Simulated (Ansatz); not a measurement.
Ta: what symmetry allows forces and stress to be

```yaml
crystal:
  lattice:
    - [2.87360, 0.00000, 0.00000]
    - [-1.43680, 2.62606, 0.05913]
    - [0.00000, 0.12161, 5.45579]
  atoms:
    - { symbol: Ta, position: [0.66135, 0.32270, 0.75265] }
    - { symbol: Ta, position: [0.33865, 0.67730, 0.24735] }
```

All numbers below come from Ansatz, DFT PBEsol, scalar-relativistic, plane waves, PAW.

Settings: cutoff 420 eV, Γ-centred mesh 14×14×8 on the computed 2-atom cell, Gaussian smearing of 0.10 eV; no spin polarisation.

This distorted cell has space group C2/m, with 4 operations.

Problem. Without a calculation: in which directions can each atom feel a force?

Solution. A force must be left unchanged by every operation that keeps its atom in place, so it lies in the space that those operations leave fixed. Atoms that the group maps onto each other feel forces of one size.
| atom | site symmetry | operations at the site | equivalent to atom | allowed force (Cartesian) |
| --- | --- | --- | --- | --- |
| Ta1 | m | 2 | 1 | in the plane normal to (1.00, 0.00, 0.00) |
| Ta2 | m | 2 | 1 | in the plane normal to (1.00, 0.00, 0.00) |

That leaves 2 independent force components of 6. A relaxation in this cell that keeps the symmetry moves the atoms in these directions alone.

Problem. And the stress tensor?

Solution. It must be invariant under the point group, which leaves 4 independent components: xz, xy vanish.

Problem. Do the computed values obey this?

Solution. Yes. Forces (eV/Å):
```
Ta1  0.000 -0.160 -0.148
Ta2  0.000  0.160  0.148
```

Stress (GPa, compression positive, xx yy zz yz xz xy): -16.83 -18.60 -22.65 1.75 0.00 0.00. The program imposes the same operations on density, forces and stress, so this confirms the analysis and is no independent test of the calculation.

Spin–orbit coupling is left out, which can shift energies with elements as heavy as these.

This form isn't the element's structure at ambient conditions.